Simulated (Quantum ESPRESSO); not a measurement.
# Nb (Im-3m) in Quantum ESPRESSO: single point with PBEsol

Aim: the single point of Nb with PBEsol.

Program: Quantum ESPRESSO 7.5. These are calculated values, not measurements. Logs are shortened: lines on timing, memory, paths and dates and some standing lists are left out, and cuts for length are marked.

### 1 The crystal as given

Symmetry: Im-3m, No. 229, cubic system. Conventional cell: a = 3.328 Å, b = 3.328 Å, c = 3.328 Å, α = 90.00°, β = 90.00°, γ = 90.00°. Nb (site symmetry m-3m) has 8 Nb at 2.88 Å as nearest neighbours.

### 2 Single point, PBEsol

The input, run.py:

```python
import numpy as np
from ase.calculators.espresso import Espresso, EspressoProfile
from ase.io import read

atoms = read('Nb.xyz')

input_data = {
    'control': {'calculation': 'scf', 'prefix': 'pwscf', 'outdir': './tmp', 'tprnfor': True, 'tstress': True, 'disk_io': 'nowf'},
    'system': {'ecutwfc': 45.0, 'ecutrho': 360.0, 'nbnd': 12, 'occupations': 'smearing', 'smearing': 'fd', 'degauss': 0.00367493},
    'electrons': {'conv_thr': 2e-10, 'electron_maxstep': 120, 'mixing_beta': 0.5},
}
pseudopotentials = {'Nb': 'nb_pbesol_v1.uspp.F.UPF'}
profile = EspressoProfile(command='mpirun -n 2 pw.x -nk 2', pseudo_dir='pseudo')
dft = Espresso(profile=profile, input_data=input_data, pseudopotentials=pseudopotentials, kpts=(11, 11, 11), koffset=(0, 0, 0))
atoms.calc = dft

print(f'energy {atoms.get_potential_energy():.8f} eV')
print('forces (eV/A)')
print(np.round(atoms.get_forces(), 6))
print('stress (eV/A^3, Voigt)')
print(np.round(atoms.get_stress(), 8))
print(f'Fermi level {dft.get_fermi_level():.4f} eV')
```

The input, Nb.xyz:

```xyz
1
Lattice="-1.6639500000 1.6639500000 1.6639500000 1.6639500000 -1.6639500000 1.6639500000 1.6639500000 1.6639500000 -1.6639500000" Properties=species:S:1:pos:R:3 pbc="T T T"
Nb     0.0000000000      0.0000000000      0.0000000000
```

Potentials or basis: GBRV 1.5 PBEsol.

The run is started by

```bash
> OMP_NUM_THREADS=1 python run.py
```

The log of the run:

```text
energy -1604.45277073 eV
forces (eV/A)
[[0. 0. 0.]]
stress (eV/A^3, Voigt)
[0.05183826 0.05183826 0.05183826 0.         0.         0.        ]
Fermi level 17.3176 eV
```

espresso.pwi:

```text
&CONTROL
   calculation      = 'scf'
   tstress          = .true.
   tprnfor          = .true.
   outdir           = './tmp'
   prefix           = 'pwscf'
   disk_io          = 'nowf'
   pseudo_dir       = 'pseudo'
/
&SYSTEM
   nbnd             = 12
   ecutwfc          = 45.0
   ecutrho          = 360.0
   occupations      = 'smearing'
   degauss          = 0.00367493
   smearing         = 'fd'
   ntyp             = 1
   nat              = 1
   ibrav            = 0
/
&ELECTRONS
   electron_maxstep = 120
   conv_thr         = 2e-10
   mixing_beta      = 0.5
/
&IONS
/
&CELL
/
&FCP
/
&RISM
/
ATOMIC_SPECIES
Nb 92.90637 nb_pbesol_v1.uspp.F.UPF

K_POINTS automatic
11 11 11  0 0 0

CELL_PARAMETERS angstrom
-1.66395000000000 1.66395000000000 1.66395000000000
1.66395000000000 -1.66395000000000 1.66395000000000
1.66395000000000 1.66395000000000 -1.66395000000000

ATOMIC_POSITIONS angstrom
Nb 0.0000000000 0.0000000000 0.0000000000
```

espresso.pwo:

```text
This program is part of the open-source Quantum ESPRESSO suite
     for quantum simulation of materials; please cite
         "P. Giannozzi et al., J. Phys.:Condens. Matter 21 395502 (2009);
         "P. Giannozzi et al., J. Phys.:Condens. Matter 29 465901 (2017);
         "P. Giannozzi et al., J. Chem. Phys. 152 154105 (2020);
     in publications or presentations arising from this work. More details at

Warning: card &CELL ignored
Warning: card &FCP ignored
Warning: card &RISM ignored

     Message from routine setup:
     using ibrav=0 with symmetry is DISCOURAGED, use correct ibrav instead

     K-points division:     npool     =       2
     Subspace diagonalization in iterative solution of the eigenvalue problem:
     a serial algorithm will be used

     G-vector sticks info
     --------------------
     sticks:   dense  smooth     PW     G-vecs:    dense   smooth      PW
     Sum         801     399    129                14363     5089     959

     Using Slab Decomposition

     bravais-lattice index     =            0
     lattice parameter (alat)  =       5.4463  a.u.
     unit-cell volume          =     124.3591 (a.u.)^3
     number of atoms/cell      =            1
     number of atomic types    =            1
     number of electrons       =        13.00
     number of Kohn-Sham states=           12
     kinetic-energy cutoff     =      45.0000  Ry
     charge density cutoff     =     360.0000  Ry
     scf convergence threshold =      2.0E-10
     mixing beta               =       0.5000
     number of iterations used =            8  plain     mixing
     Exchange-correlation= SLA  PW   PSX  PSC
                           (   1   4  10   8   0   0   0)

     celldm(1)=   5.446278  celldm(2)=   0.000000  celldm(3)=   0.000000
     celldm(4)=   0.000000  celldm(5)=   0.000000  celldm(6)=   0.000000

     crystal axes: (cart. coord. in units of alat)
               a(1) = (  -0.577350   0.577350   0.577350 )
               a(2) = (   0.577350  -0.577350   0.577350 )
               a(3) = (   0.577350   0.577350  -0.577350 )

     reciprocal axes: (cart. coord. in units 2 pi/alat)
               b(1) = ( -0.000000  0.866025  0.866025 )
               b(2) = (  0.866025 -0.000000  0.866025 )
               b(3) = (  0.866025  0.866025  0.000000 )

     PseudoPot. # 1 for Nb read from file:
     nb_pbesol_v1.uspp.F.UPF
     Pseudo is Ultrasoft + core correction, Zval = 13.0
     Generated by new atomic code, or converted to UPF format
     Using radial grid of  887 points,  6 beta functions with:
                l(1) =   0
                l(2) =   0
                l(3) =   1
                l(4) =   1
                l(5) =   2
                l(6) =   2
     Q(r) pseudized with  6 coefficients,  rinner =    1.000   1.000   1.000
                                                       1.000   1.000

     atomic species   valence    mass     pseudopotential
     Nb               13.00    92.90637     Nb( 1.00)

     48 Sym. Ops., with inversion, found

   Cartesian axes

     site n.     atom                  positions (alat units)
         1        Nb     tau(   1) = (   0.0000000   0.0000000   0.0000000  )

     number of k points=    56  Fermi-Dirac smearing, width (Ry)=  0.0037
                       cart. coord. in units 2pi/alat
        k(    1) = (   0.0000000   0.0000000   0.0000000), wk =   0.0015026
        k(    2) = (   0.0787296   0.0787296   0.0000000), wk =   0.0180316
        k(    3) = (   0.1574592   0.1574592   0.0000000), wk =   0.0180316
        k(    4) = (   0.2361887   0.2361887   0.0000000), wk =   0.0180316
        k(    5) = (   0.3149183   0.3149183   0.0000000), wk =   0.0180316
        k(    6) = (   0.3936479   0.3936479   0.0000000), wk =   0.0180316
[... 48 lines left out ...]
        k(   55) = (  -0.7872958  -0.0787296  -0.0787296), wk =   0.0120210
        k(   56) = (  -0.0000000  -0.0000000   0.7872958), wk =   0.0090158

     Dense  grid:    14363 G-vectors     FFT dimensions: (  36,  36,  36)

     Smooth grid:     5089 G-vectors     FFT dimensions: (  24,  24,  24)

     Initial potential from superposition of free atoms

     starting charge      12.9975, renormalised to      13.0000
     Starting wfcs are   13 randomized atomic wfcs

     Self-consistent Calculation

     iteration #  1     ecut=    45.00 Ry     beta= 0.50
     Davidson diagonalization with overlap
     ethr =  1.00E-02,  avg # of iterations =  4.2

     Threshold (ethr) on eigenvalues was too large:
     Diagonalizing with lowered threshold

     Davidson diagonalization with overlap
     ethr =  7.59E-04,  avg # of iterations =  1.2

     total energy              =    -117.91153834 Ry
     estimated scf accuracy    <       0.09974496 Ry

     iteration #  2     ecut=    45.00 Ry     beta= 0.50
     Davidson diagonalization with overlap
     ethr =  7.67E-04,  avg # of iterations =  2.1

     total energy              =    -117.92474478 Ry
     estimated scf accuracy    <       0.00376902 Ry

     iteration #  3     ecut=    45.00 Ry     beta= 0.50
     Davidson diagonalization with overlap
     ethr =  2.90E-05,  avg # of iterations =  2.5

     total energy              =    -117.92509185 Ry
     estimated scf accuracy    <       0.00042872 Ry

     iteration #  4     ecut=    45.00 Ry     beta= 0.50
     Davidson diagonalization with overlap
     ethr =  3.30E-06,  avg # of iterations =  2.4

     total energy              =    -117.92510995 Ry
     estimated scf accuracy    <       0.00000998 Ry

     iteration #  5     ecut=    45.00 Ry     beta= 0.50
     Davidson diagonalization with overlap
     ethr =  7.67E-08,  avg # of iterations =  2.1

     total energy              =    -117.92511366 Ry
     estimated scf accuracy    <       0.00000162 Ry

     iteration #  6     ecut=    45.00 Ry     beta= 0.50
     Davidson diagonalization with overlap
     ethr =  1.25E-08,  avg # of iterations =  1.9

     total energy              =    -117.92511389 Ry
     estimated scf accuracy    <       0.00000001 Ry

     iteration #  7     ecut=    45.00 Ry     beta= 0.50
     Davidson diagonalization with overlap
     ethr =  1.10E-10,  avg # of iterations =  2.3

     total energy              =    -117.92511389 Ry
     estimated scf accuracy    <          1.5E-09 Ry

     iteration #  8     ecut=    45.00 Ry     beta= 0.50
     Davidson diagonalization with overlap
     ethr =  1.19E-11,  avg # of iterations =  2.1

     End of self-consistent calculation

          k = 0.0000 0.0000 0.0000 (   627 PWs)   bands (ev):

   -36.9487 -12.3234 -12.3234 -12.3234  11.4586  17.7234  17.7234  17.7234
    20.5558  20.5558  31.4683  31.4683

          k = 0.0787 0.0787 0.0000 (   631 PWs)   bands (ev):

   -36.9311 -12.4317 -12.3565 -12.3242  11.7866  17.5248  17.6680  18.0402
    20.2764  20.5590  31.7221  32.0375

          k = 0.1575 0.1575 0.0000 (   633 PWs)   bands (ev):

   -36.8836 -12.7153 -12.4444 -12.3266  12.6463  17.0398  17.4136  18.9582
    19.9725  20.6050  32.0222  33.3005

          k = 0.2362 0.2362 0.0000 (   636 PWs)   bands (ev):

   -36.8207 -13.0727 -12.5573 -12.3297  13.5620  16.4848  17.2885  20.1283
    20.3704  20.7532  31.2629  32.6705

          k = 0.3149 0.3149 0.0000 (   638 PWs)   bands (ev):

   -36.7621 -13.3889 -12.6590 -12.3326  13.8415  16.0339  18.0979  20.4756
    20.9966  22.0346  29.9078  30.7731

          k = 0.3936 0.3936 0.0000 (   636 PWs)   bands (ev):

   -36.7270 -13.5717 -12.7185 -12.3344  13.7393  15.7871  19.2905  20.6024
    21.2077  23.3661  28.9998  29.2996

          k = 0.1575 0.0787 0.0787 (   635 PWs)   bands (ev):

   -36.8985 -12.6265 -12.3937 -12.3503  12.3901  17.2707  17.3715  18.7167
    19.9061  20.6685  32.1903  32.8715

          k = 0.2362 0.1575 0.0787 (   629 PWs)   bands (ev):

   -36.8433 -12.9307 -12.5001 -12.3631  13.3571  16.7595  17.0320  19.7593
    19.9779  20.8709  32.1490  33.1297

          k = 0.3149 0.2362 0.0787 (   637 PWs)   bands (ev):

   -36.7825 -13.2456 -12.6267 -12.3690  14.0299  16.2597  17.2356  20.0723
    21.0761  21.6084  30.7519  31.8419

          k = 0.3936 0.3149 0.0787 (   638 PWs)   bands (ev):

   -36.7355 -13.4779 -12.7233 -12.3728  14.0311  15.9311  18.2422  20.4398
    21.3182  23.2392  29.4810  30.0227

          k = 0.4724 0.3936 0.0787 (   632 PWs)   bands (ev):

   -36.7179 -13.5629 -12.7591 -12.3741  13.9462  15.8168  18.8759  20.4743
    21.5430  24.0229  28.7836  29.3527

          k = 0.3149 0.1575 0.1575 (   634 PWs)   bands (ev):

   -36.7900 -13.1679 -12.6110 -12.4124  14.2521  16.3852  16.7098  19.7609
    21.1494  21.6036  31.3812  32.6178

          k = 0.3936 0.2362 0.1575 (   636 PWs)   bands (ev):

   -36.7407 -13.3553 -12.7612 -12.4343  14.6524  16.0723  17.0772  20.0946
    21.3153  23.4693  29.8486  31.3982

          k = 0.4724 0.3149 0.1575 (   632 PWs)   bands (ev):

   -36.7111 -13.4556 -12.8637 -12.4426  14.5635  15.9600  17.7278  20.3869
    21.5156  25.0294  28.3877  30.2049
[... 163 lines left out ...]
   -36.6477 -13.3135 -13.1431 -12.6719  15.2557  15.4513  17.0358  20.5851
    21.7035  26.5560  28.1770  29.5457

          k =-0.0000-0.0000 0.4724 (   631 PWs)   bands (ev):

   -36.7138 -13.0642 -12.8147 -12.8147  15.0644  15.9064  18.5642  18.5642
    20.1777  22.0912  31.9002  34.4718

          k =-0.0000-0.0787 0.5511 (   634 PWs)   bands (ev):

   -36.6651 -13.2258 -12.9264 -12.8540  15.0681  15.3198  18.7095  19.1375
    21.4753  22.9174  31.2734  32.4616

          k =-0.0000-0.1575 0.6298 (   638 PWs)   bands (ev):

   -36.6360 -13.3541 -12.9916 -12.8419  14.6851  15.3068  18.6133  19.2657
    22.8904  24.7959  28.7132  30.6954

          k = 0.0787-0.0787 0.6298 (   641 PWs)   bands (ev):

   -36.6283 -13.2769 -13.0697 -12.8846  14.7308  14.9507  18.7446  20.2451
    22.0439  24.5704  29.5146  30.3052

          k =-0.7873-0.1575-0.1575 (   645 PWs)   bands (ev):

   -36.6145 -13.2963 -13.1379 -12.8796  14.5798  14.8220  18.6415  20.7498
    22.4561  26.5116  27.6646  29.0217

          k =-0.0000-0.0000 0.6298 (   646 PWs)   bands (ev):

   -36.6211 -13.1856 -13.0422 -13.0422  14.5477  14.7625  20.1171  20.1171
    21.6266  23.5755  30.5160  30.5160

          k =-0.0000-0.0787 0.7086 (   647 PWs)   bands (ev):

   -36.5947 -13.2537 -13.1097 -13.0584  14.2089  14.3849  20.5104  20.7210
    22.6974  25.2520  28.1437  28.7972

          k =-0.7873-0.0787-0.0787 (   646 PWs)   bands (ev):

   -36.5821 -13.2109 -13.2109 -13.0696  14.0907  14.0907  20.6244  22.2982
    22.2982  26.8964  26.8964  27.2983

          k =-0.0000-0.0000 0.7873 (   650 PWs)   bands (ev):

   -36.5700 -13.1985 -13.1787 -13.1787  13.8394  13.8902  22.2358  22.2358
    22.6766  25.7650  26.9831  26.9831

     the Fermi energy is    17.3176 ev

!    total energy              =    -117.92511389 Ry
     estimated scf accuracy    <          1.4E-10 Ry
     smearing contrib. (-TS)   =      -0.00107279 Ry
     internal energy E=F+TS    =    -117.92404110 Ry

     The total energy is F=E-TS. E is the sum of the following terms:
     one-electron contribution =     -17.00509147 Ry
     hartree contribution      =      15.16131022 Ry
     xc contribution           =     -18.28282011 Ry
     ewald contribution        =     -97.79743974 Ry

     convergence has been achieved in   8 iterations

     Forces acting on atoms (cartesian axes, Ry/au):

     atom    1 type  1   force =     0.00000000    0.00000000    0.00000000

     Total force =     0.000000     Total SCF correction =     0.000000

     Computing stress (Cartesian axis) and pressure

          total   stress  (Ry/bohr**3)                   (kbar)     P=      -83.05
  -0.00056459  -0.00000000  -0.00000000          -83.05       -0.00       -0.00
  -0.00000000  -0.00056459  -0.00000000           -0.00      -83.05       -0.00
  -0.00000000  -0.00000000  -0.00056459           -0.00       -0.00      -83.05

=------------------------------------------------------------------------------=
   JOB DONE.
=------------------------------------------------------------------------------=
```

Wall time 5.1 s (2 MPI ranks of Arm Neoverse V1, shared host); peak memory 0.16 GiB.

What came out:

```yaml
Free_energy: -1604.4529 eV
Pressure: -8.3 GPa
Band_gap_on_the_k_mesh: none (metal or under the smearing width)
```
